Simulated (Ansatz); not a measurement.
# CO2: the cost of one run

Program: Ansatz 0.2.0. Level of theory: DFT LDA, scalar-relativistic, plane waves, PAW. These are calculated values, not measurements.

3 further runs of the same task are left out: 3 set aside as unsound or not needed. Runs told in other sessions of the task aren't counted.

**1. The structure to begin with**

It takes space group Ima2 (No. 46, orthorhombic). Conventional cell: a = 9.789 Å, b = 8.533 Å, c = 5.091 Å, α = 90.00°, β = 90.00°, γ = 90.00°. Around Si (site symmetry 1) lie 4 O at 1.60 to 1.61 Å. O (site symmetry 1) is surrounded by 2 Si at 1.61 Å. O (site symmetry 2) is surrounded by 2 Si at 1.60 Å. O (site symmetry m) has 2 Si at 1.61 Å in its first shell of neighbours.

Structure file:

```cif
data_structure
_symmetry_space_group_name_H-M 'P 1'
_symmetry_Int_Tables_number 1
_cell_length_a 6.9744
_cell_length_b 6.9744
_cell_length_c 6.9744
_cell_angle_alpha 90.856
_cell_angle_beta 104.566
_cell_angle_gamma 137.187
_cell_volume 212.64
loop_
_atom_site_label
_atom_site_type_symbol
_atom_site_fract_x
_atom_site_fract_y
_atom_site_fract_z
_atom_site_occupancy
Si1 Si 0.84986 0.59197 0.44111 1
Si2 Si 0.15086 0.40875 0.55889 1
Si3 Si 0.84986 0.90875 0.75789 1
Si4 Si 0.15086 0.09197 0.24211 1
O1 O 0.92410 0.76797 0.27158 1
O2 O 0.06123 0.06123 0.00000 1
O3 O 0.49639 0.26797 0.34387 1
O4 O 0.49639 0.65252 0.72842 1
O5 O 0.12452 0.27298 0.35154 1
O6 O 0.92144 0.77298 0.64846 1
O7 O 0.06123 0.56123 0.50000 1
O8 O 0.92410 0.15252 0.65613 1
```

It goes back to an entry of the Materials Project, which need not be the stable form.

This cell was relaxed beforehand with the same method: volume 17.72 Å³/atom, gap on the mesh 5.68 eV.

**2. Si → C: the starting cell**

CO2 starts from the relaxed positions of SiO2, with all lengths scaled by 0.911, a guess from tabulated radii.

**3. A first look at the start (CO2)**

Input file input.yaml:

```yaml
crystal:
  lattice:
    - [-4.4587122205, 3.8866653482, 2.3188022813]
    - [4.4587122205, -3.8866653482, 2.3188022813]
    - [4.4587122205, 3.8866653482, -2.3188022813]
  atoms:
    - { symbol: C, position: [0.8498617486, 0.5919712417, 0.4411108089] }
    - { symbol: C, position: [0.1508604328, 0.4087509397, 0.5588891911] }
    - { symbol: C, position: [0.8498617486, 0.9087509397, 0.7578905069] }
    - { symbol: C, position: [0.1508604328, 0.0919712417, 0.2421094931] }
    - { symbol: O, position: [0.9240988431, 0.7679704984, 0.2715787226] }
    - { symbol: O, position: [0.0612253287, 0.0612253287, 0.0] }
    - { symbol: O, position: [0.4963917758, 0.2679704984, 0.3438716552] }
    - { symbol: O, position: [0.4963917758, 0.6525201206, 0.7284212774] }
    - { symbol: O, position: [0.1245195316, 0.2729808509, 0.3515386808] }
    - { symbol: O, position: [0.9214421701, 0.7729808509, 0.6484613192] }
    - { symbol: O, position: [0.0612253287, 0.5612253287, 0.5] }
    - { symbol: O, position: [0.9240988431, 0.1525201206, 0.6561283448] }
basis:
  ecutwfc: 420
kpoints:
  mp_grid: { grid: [4, 4, 4] }
hamiltonian:
  xc: lda
scf:
  occupations: { method: gaussian, width: 0.1 }
output:
  forces: true
  stress: true
  eigenvalues: true
```

Run with:

```sh
$ ansatz run input.yaml --threads 2 --pin off --max-ram 5120MiB --backend cpu --events-out ev --progress --plain --runs-dir out
```

What time and memory should one allow on 2 threads of Arm Neoverse V1, shared host?

About 5.5 s, with a peak of 0.38 GiB.
